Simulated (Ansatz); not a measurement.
# Convergence of NaI

```yaml
crystal:
  lattice:
    - [0.00000, 3.23640, 3.23640]
    - [3.23640, 0.00000, 3.23640]
    - [3.23640, 3.23640, 0.00000]
  atoms:
    - { symbol: Na, position: [0.00000, 0.00000, 0.00000] }
    - { symbol: I, position: [0.50000, 0.50000, 0.50000] }
```

Atom numbers follow the list: Na1, I2.

The cell is COD entry 9008681, as deposited and not checked against the literature; nothing was relaxed.

Spin–orbit coupling is left out, though it moves levels of the heavy atoms by tenths of an eV or more.

Level of theory: Ansatz 0.2.0, DFT, PBE, PAW with Ansatz's default frozen-core files, scalar-relativistic.

Numerical set-up: a Γ-centred 7×7×7 k mesh, Fermi–Dirac smearing of 0.01 eV, cutoff 420 eV, no spin polarisation. One setting is then changed at a time.

P includes the program's estimate of the Pulay (finite-basis) term, listed apart; without it the pressure would be far more sensitive to the cutoff.

| PAW cutoff (eV) | free energy less the base's (meV/atom) | P (GPa) | Pulay term in P (GPa) | gap on the mesh (eV) |
| --- | --- | --- | --- | --- |
| 420 (base) | 0.0 | 0.42 | 0.01 | 3.644 |
| 150 | ? | 10.52 | ? | 3.559 |
| 350 | 2.6 | 0.42 | 0.21 | 3.644 |
| 500 | -0.7 | 0.42 | 0.01 | 3.645 |
| 600 | -0.8 | 0.42 | 0.00 | 3.645 |
| 800 | -0.9 | 0.42 | 0.00 | 3.645 |

**Question.** Fill in "Pulay term in P (GPa)" for the row "150".

**Answer.** 947.24.

**Question.** Give the missing entry: row "150", column "free energy less the base's (meV/atom)".

**Answer.** 48263.
